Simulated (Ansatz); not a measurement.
Sb$_{2}$Te$_{3}$:
```cif
data_Sb2Te3
_chemical_formula_sum 'Sb2 Te3'
_space_group_name_H-M_alt 'P 1'
_space_group_IT_number 1
_cell_length_a 10.75778
_cell_length_b 10.75778
_cell_length_c 10.75778
_cell_angle_alpha 23.262
_cell_angle_beta 23.262
_cell_angle_gamma 23.262
loop_
_space_group_symop_operation_xyz
  'x, y, z'
loop_
_atom_site_label
_atom_site_type_symbol
_atom_site_fract_x
_atom_site_fract_y
_atom_site_fract_z
_atom_site_occupancy
Sb1 Sb 0.39673 0.39673 0.39673 1
Sb2 Sb 0.60327 0.60327 0.60327 1
Te1 Te 0.00000 0.00000 0.00000 1
Te2 Te 0.21568 0.21568 0.21568 1
Te3 Te 0.78432 0.78432 0.78432 1
```

Relaxed with PBE.

**Question.** Tabulate the valence density and the electron localisation function along the shortest Sb–Te contact (3.03 Å), plane-wave PAW PBE (Ansatz code).

**Answer.** 

```
distance from Sb (Å)  density (e/Å³)   ELF
--------------------  --------------  ----
0.30                           13.39  0.00
0.45                            6.99  0.03
0.61                            3.09  0.15
0.76                            1.37  0.29
0.91                            0.73  0.35
1.06                            0.47  0.38
1.21                            0.35  0.46
1.36                            0.31  0.55
1.51                            0.30  0.62
1.67                            0.34  0.67
1.82                            0.42  0.65
1.97                            0.55  0.56
2.12                            0.77  0.49
2.27                            1.53  0.39
2.42                            3.80  0.23
2.57                            7.75  0.07
2.73                           12.38  0.01
```

The density is the valence pseudo-density with augmentation charge, so density and ELF within about 1 Å of a nucleus are not all-electron values.

Space group R-3m. Symmetry was held in the PBE relaxation. Spin–orbit coupling is left out wherever it is not named.

Potentials: the later of the program's two PAW sets.
